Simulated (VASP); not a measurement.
Wanted: the native input for a VASP 6.6.1 run.

```yaml
Task: relaxation of cell and atoms
Functional: PBE
Potentials_or_basis: VASP PAW PBE potentials, release 64 (Pb_d)
Cutoff: 600 eV
k_mesh: 13 × 13 × 13
Occupations: fermi-dirac, width 0.05 eV
Spin: no spin polarisation
Dipole_correction: no
Further_INCAR_settings: ALGO = Normal; EDIFF = 1e-07; IBRION = 2; EDIFFG = -0.005; NSW = 60; ISIF = 3
```

The structure of Pb lies in POSCAR:

```
Pb
1.0
    3.2543805230      0.0000000000      0.0000000000
    0.0000000000      3.2543805230      0.0000000000
    0.0000000000      0.0000000000      3.2543805230
Pb
1
Direct
    0.0000000000      0.0000000000      0.0000000000
```

This isn't the form of Pb at room conditions, which is fcc.

One way to write it, as run:

INCAR

```
  PREC = Accurate
  ENCUT = 600
  EDIFF = 1E-7
  ISMEAR = -1
  SIGMA = 0.05
  LREAL = F
  LASPH = T
  NELM = 100
  ALGO = Normal
  ISIF = 3
  LWAVE = F
  LCHARG = F
  GGA = PE
  IBRION = 2
  NSW = 60
  EDIFFG = -0.005
```

KPOINTS

```
Automatic mesh
0
Gamma
  13 13 13
```

Potentials or basis: VASP PAW PBE potentials, release 64 (Pb_d).

Run with:

```sh
$ cat potpaw_PBE.64/Pb_d/POTCAR > POTCAR
$ mpirun -np 1 vasp_std > vasp.out
```

It gave:

The relaxed volume is 34.38 Å³/atom, the relaxed cell is a = 3.251 Å, b = 3.251 Å, c = 3.251 Å, α = 90.00°, β = 90.00°, γ = 90.00° and the space group after relaxing (to 0.05 Å) is Pm-3m (No. 221). The energy gained by relaxing is 0.0 meV/atom, the ionic steps are 2 and the pressure after relaxing is 0.0 GPa. The band gap on the k mesh is none (metal or under the smearing width).

Run time: 32 s on 1 thread of Intel(R) Xeon(R) Platinum 8488C (Sapphire Rapids), with other jobs on the host, peak memory 0.18 GiB.
